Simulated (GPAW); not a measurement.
# Ni (Fm-3m) in GPAW: reference runs

Aim: a first look at Ni with PBE, on the cell as given.

All numbers are computed with GPAW 26.7.0; they aren't measurements. Logs are shortened: lines on timing, memory, paths and dates and some standing lists are left out, and cuts for length are marked. The log counts tension as positive stress, the text compression.

## Step 1: The structure

Symmetry: Fm-3m, No. 225, cubic system. Conventional cell: a = 3.475 Å, b = 3.475 Å, c = 3.475 Å, α = 90.00°, β = 90.00°, γ = 90.00°. Around Ni (site symmetry m-3m) lie 12 Ni at 2.46 Å.

## Step 2: Single point, PBE, collinear spin, ferromagnetic start

run.py

```python
from ase import Atoms
from ase.dft.bandgap import bandgap
from ase.io import write
from ase.units import GPa
from gpaw import GPAW, PW

atoms = Atoms(['Ni'],
              cell=[[0.0, 1.737572933, 1.737572933],
                    [1.737572933, 0.0, 1.737572933],
                    [1.737572933, 1.737572933, 0.0]],
              scaled_positions=[[0.0, 0.0, 0.0]],
              pbc=True)
atoms.set_initial_magnetic_moments([1.0])

calc = GPAW(mode=PW(600),
            xc='PBE',
            kpts={'size': (13, 13, 13), 'gamma': True},
            occupations={'name': 'fermi-dirac', 'width': 0.05},
            nbands=17,
            convergence={'density': 1e-05, 'energy': 1e-05},
            maxiter=150,
            txt='gpaw.txt')
atoms.calc = calc
energy = atoms.get_potential_energy()
forces = atoms.get_forces()
stress = atoms.get_stress()
calc.write('gs.gpw')
write('result.traj', atoms)
print(f'Energy: {energy:.6f} eV')
print('Forces (eV/A):')
print(forces.round(4))
print('Stress (GPa):', (stress / GPa).round(3))
print('Moments:', calc.get_magnetic_moments().round(3))
print('Fermi level:', round(calc.get_fermi_level(), 4), 'eV')
print(f'Gap: {bandgap(calc)[0]:.4f} eV, direct: {bandgap(calc, direct=True)[0]:.4f} eV')
```

Potentials or basis: GPAW PAW data sets (gpaw-data 1.2.1), pw.

Run with:

```sh
$ OMP_NUM_THREADS=1 python run.py
```

gpaw.txt:

```text
__  _  _
 | _ |_)|_||  |
 |__||  | ||/\| - 26.7.0

Input parameters:
  mode=PW(ecut=600.0),
  convergence={'density': 1e-05, 'energy': 1e-05},
  kpts=MonkhorstPack(size=(13, 13, 13), gamma=True),
  maxiter=150,
  nbands=17,
  occupations=Occupations(name='fermi-dirac', width=0.05),
  xc=XC(name='PBE')

Diagonalizing LCAO Hamiltonian
Converting LCAO to pw mode

       Ni

Atoms  # Å, Bohr magnetons
|   | symbol |        x |        y |        z |    initial magnetic moments |
|---|--------|----------|----------|----------|-----------------------------|
| 0 |     Ni | 0.000000 | 0.000000 | 0.000000 | ( 0.0000,  0.0000,  1.0000) |

Unit cell  # Å
| periodic |        x |        y |        z |  lengths |    angles |
|----------|----------|----------|----------|----------|-----------|
|      yes | 0.000000 | 1.737573 | 1.737573 | 2.457299 | 60.000000 |
|      yes | 1.737573 | 0.000000 | 1.737573 | 2.457299 | 60.000000 |
|      yes | 1.737573 | 1.737573 | 0.000000 | 2.457299 | 60.000000 |

Number of symmetries: 48
Symmetry operations  # r_c * U_cc + t_c -> r_c
|    | kind |            matrix            |
|----|------|------------------------------|
|  0 |  σ   |  1, 0, 0,  1, 0,-1,  1,-1, 0 |
|  1 |  C2  |  1, 0, 0,  1,-1, 0,  1, 0,-1 |
|  2 |  E   |  1, 0, 0,  0, 1, 0,  0, 0, 1 |
|  3 |  σ   |  1, 0, 0,  0, 0, 1,  0, 1, 0 |
|  4 |  C4  |  1, 0,-1,  1, 0, 0,  1,-1, 0 |
|  5 |  S6  |  1, 0,-1,  1,-1, 0,  1, 0, 0 |
|  6 |  σ   |  1, 0,-1,  0, 1,-1,  0, 0,-1 |
|  7 |  C3  |  1, 0,-1,  0, 0,-1,  0, 1,-1 |
|  8 |  S6  |  1,-1, 0,  1, 0, 0,  1, 0,-1 |
|  9 |  C4  |  1,-1, 0,  1, 0,-1,  1, 0, 0 |
| 10 |  C3  |  1,-1, 0,  0,-1, 1,  0,-1, 0 |
| 11 |  σ   |  1,-1, 0,  0,-1, 0,  0,-1, 1 |
| 12 |  σ   |  0, 1, 0,  1, 0, 0,  0, 0, 1 |
| 13 |  C4  |  0, 1, 0,  0, 1,-1, -1, 1, 0 |
| 14 |  C3  |  0, 1, 0,  0, 0, 1,  1, 0, 0 |
| 15 |  S6  |  0, 1, 0, -1, 1, 0,  0, 1,-1 |
| 16 |  C2  |  0, 1,-1,  1, 0,-1,  0, 0,-1 |
| 17 |  σ   |  0, 1,-1,  0, 1, 0, -1, 1, 0 |
| 18 |  S4  |  0, 1,-1,  0, 0,-1,  1, 0,-1 |
| 19 |  C4  |  0, 1,-1, -1, 1, 0,  0, 1, 0 |
| 20 |  C3  |  0, 0, 1,  1, 0, 0,  0, 1, 0 |
| 21 |  σ   |  0, 0, 1,  0, 1, 0,  1, 0, 0 |
| 22 |  S6  |  0, 0, 1,  0,-1, 1, -1, 0, 1 |
| 23 |  C4  |  0, 0, 1, -1, 0, 1,  0,-1, 1 |
| 24 |  S4  |  0, 0,-1,  1, 0,-1,  0, 1,-1 |
| 25 |  C3  |  0, 0,-1,  0, 1,-1,  1, 0,-1 |
| 26 |  C2  |  0, 0,-1,  0,-1, 0, -1, 0, 0 |
| 27 |  S6  |  0, 0,-1, -1, 0, 0,  0,-1, 0 |
| 28 |  S4  |  0,-1, 1,  1,-1, 0,  0,-1, 0 |
| 29 |  C4  |  0,-1, 1,  0, 0, 1, -1, 0, 1 |
| 30 |  C2  |  0,-1, 1,  0,-1, 0,  1,-1, 0 |
| 31 |  σ   |  0,-1, 1, -1, 0, 1,  0, 0, 1 |
| 32 |  C3  |  0,-1, 0,  1,-1, 0,  0,-1, 1 |
| 33 |  S6  |  0,-1, 0,  0, 0,-1, -1, 0, 0 |
| 34 |  S4  |  0,-1, 0,  0,-1, 1,  1,-1, 0 |
| 35 |  C2  |  0,-1, 0, -1, 0, 0,  0, 0,-1 |
| 36 |  C2  | -1, 1, 0,  0, 1, 0,  0, 1,-1 |
| 37 |  S6  | -1, 1, 0,  0, 1,-1,  0, 1, 0 |
| 38 |  S4  | -1, 1, 0, -1, 0, 1, -1, 0, 0 |
| 39 |  C3  | -1, 1, 0, -1, 0, 0, -1, 0, 1 |
| 40 |  S6  | -1, 0, 1,  0, 0, 1,  0,-1, 1 |
| 41 |  C2  | -1, 0, 1,  0,-1, 1,  0, 0, 1 |
| 42 |  C3  | -1, 0, 1, -1, 1, 0, -1, 0, 0 |
| 43 |  S4  | -1, 0, 1, -1, 0, 0, -1, 1, 0 |
| 44 |  C2  | -1, 0, 0,  0, 0,-1,  0,-1, 0 |
| 45 |  i   | -1, 0, 0,  0,-1, 0,  0, 0,-1 |
| 46 |  σ   | -1, 0, 0, -1, 1, 0, -1, 0, 1 |
| 47 |  C2  | -1, 0, 0, -1, 0, 1, -1, 1, 0 |

BZ-sampling:
  Number of BZ points: 2197
  Number of IBZ points: 84

  Monkhorst-Pack size: [13, 13, 13]
  Monkhorst-Pack shift: [0, 0, 0]

K-points  # in reciprocal-cell coordinates
|     |                                coordinates |     weight |
|-----|--------------------------------------------|------------|
|   0 | (  0.00000000,   0.00000000,   0.00000000) | 0.00045517 |
|   1 | (  0.07692308,   0.07692308,   0.00000000) | 0.00273100 |
|   2 | (  0.07692308,   0.07692308,   0.07692308) | 0.00364133 |
|   3 | (  0.15384615,   0.07692308,   0.07692308) | 0.00546199 |
|   4 | (  0.15384615,   0.15384615,   0.00000000) | 0.00273100 |
|   5 | (  0.15384615,   0.15384615,   0.07692308) | 0.01092399 |
|   6 | (  0.15384615,   0.15384615,   0.15384615) | 0.00364133 |
|   7 | (  0.23076923,   0.15384615,   0.07692308) | 0.01092399 |
|   8 | (  0.23076923,   0.15384615,   0.15384615) | 0.01092399 |
|   9 | (  0.23076923,   0.23076923,   0.00000000) | 0.00273100 |
| ... |                                            |            |
|  83 | (  0.46153846,   0.46153846,   0.46153846) | 0.00364133 |

Plane wave coefficients: 365
Cutoff: 600.0 eV

Spin-components: 2 (collinear spins)
Bands:           17
Projectors:      6
Spin-degeneracy: 1
Datatype:        complex128

Density:
  Valence electrons: 16.0
  Components: 2
  Grid points: [14 14 14]
  Charge: 0.0  # |e|

Potential:
  Grid points: [14 14 14]

species:
  Ni:
    name:    Nickel
    Z:       28.0
    valence: 16
    core:    12
    charge:  0.0  # [|e|]
    compensation charges:
      type: gauss
      rc: 0.36  # [Å]
      lmax: 2
    cutoffs:
      filter: 2.14  # [Å]
      core: 1.98  # [Å]
    projectors
    | kind |    occ | energy [eV] | rcut [Å] |
    |------|--------|-------------|----------|
    |   4s |  2.000 |      -5.642 |    1.164 |
    |   3p |  6.000 |     -71.394 |    1.207 |
    |   4p |  0.000 |      -1.226 |    1.207 |
    |   3d |  8.000 |      -8.875 |    1.138 |
    |    s |        |      21.570 |    1.164 |
    |    d |        |      18.337 |    1.138 |

    Using partial waves for Ni as LCAO basis

Reference energy: -41367.998447  # eV

eigensolver:
  PPCG
  Converge bands: occupied
  niter=2

density mixing:
  MSR1-Mixer
  Pratt-step length: 0.05
  Maximum mixing coefficient: 0.75
  Old densities: 10
  SVD Regularization: 0.005
  Good broyden scale: 1.0
  Trust region scale: 1.0
  Backstep threshold: 4.0
  History deletion threshold: 6.0
  Fourier metric: weight=20.0, sigma=0.015

occupation numbers:
  Fermi-Dirac:
    width: 0.0500  # eV

poisson solver:
  ecut: 4800.0  # eV

xc functional:
[... 7 lines left out ...]

SCF iterations
|iter     | |      energy | eigst |  dens |  magmom |
|---------|-|-------------|-------|-------|---------|
|iter:   1| |   -7.148876 | -0.03 |       |  +1.0009|
|iter:   2| |   -7.158306 | -2.95 | -1.46 |  +0.9842|
|iter:   3| |   -7.264879 | -2.65 | -1.49 |  +0.7605|
|iter:   4| |   -7.275334 | -3.08 | -1.81 |  +0.6167|
|iter:   5| |   -7.275272 | -4.71 | -2.51 |  +0.6359|
|iter:   6| |   -7.275315c| -6.67 | -3.38 |  +0.6342|
|iter:   7| |   -7.275351c| -6.46 | -3.67 |  +0.6328|
|iter:   8| |   -7.275357c| -7.82c| -4.21 |  +0.6327|
|iter:   9| |   -7.275361c| -7.90c| -4.49 |  +0.6327|
|iter:  10| |   -7.275361c| -8.01c| -4.90 |  +0.6327|
|iter:  11| |   -7.275361c| -8.39c| -5.32c|  +0.6327|

Converged in 11 steps
Energy contributions relative to reference atoms: (reference = -41367.998447)

Energy contributions:
  Kinetic:           8.019134
  Coulomb:          -5.816680
  Zero:              0.081097
  External:          0.000000
  Xc:               -9.552881
  Entropy:          -0.012060
  Spinorbit:         0.000000
  ----------------------------
  Free energy:      -7.281391
  Extrapolated:     -7.275361

dipole moment: (-7.127299, -7.127299, -7.127299)  # |e|*Ang

Total magnetic moment: (0.000000, 0.000000, 0.632672)

Local magnetic moments
|        x |        y |        z |
|----------|----------|----------|
| 0.000000 | 0.000000 | 0.667917 |  # Ni   0

Fermi level: 9.072
Eigenvalues  # (at kpt = [0.000, 0.000, 0.000])
| band index |      eig [eV] | occ [0-1] |      eig [eV] | occ [0-1] |
|------------|---------------|-----------|---------------|-----------|
|          0 |       -54.971 |     1.000 |       -54.144 |     1.000 |
|          1 |       -54.971 |     1.000 |       -54.144 |     1.000 |
|          2 |       -54.971 |     1.000 |       -54.144 |     1.000 |
|          3 |        -0.403 |     1.000 |        -0.436 |     1.000 |
|          4 |         6.467 |     1.000 |         7.235 |     1.000 |
|          5 |         6.467 |     1.000 |         7.235 |     1.000 |
[... 9 lines left out ...]
|         15 |        39.631 |     0.000 |        39.774 |     0.000 |
|         16 |        42.960 |     0.000 |        42.816 |     0.000 |

No gap
No difference between direct/indirect transitions

Forces  # eV/Ang
|       x |        y |        z |
|---------|----------|----------|
| 0.00000 | -0.00000 | -0.00000 |  # Ni   0

Stress tensor  # eV/Ang^3
|         x |         y |         z |
|-----------|-----------|-----------|
| -0.065883 | -0.000000 |  0.000000 |
| -0.000000 | -0.065883 | -0.000000 |
|  0.000000 | -0.000000 | -0.065883 |

# Writing to gs.gpw (mode='')
```

Wall time 14 s (1 thread of Intel Xeon 6975P-C (Granite Rapids), shared host); peak memory 0.14 GiB.

What came out:

```
Free energy            : -7.2814 eV
Pressure               : 10.6 GPa
Band gap on the k mesh : none (metal or under the smearing width)
Net moment             : 0.63 μB per cell
Site moments           : Ni +0.67 μB
```

Caveat: the stock nickel data set gives pressures a few GPa off other programs.
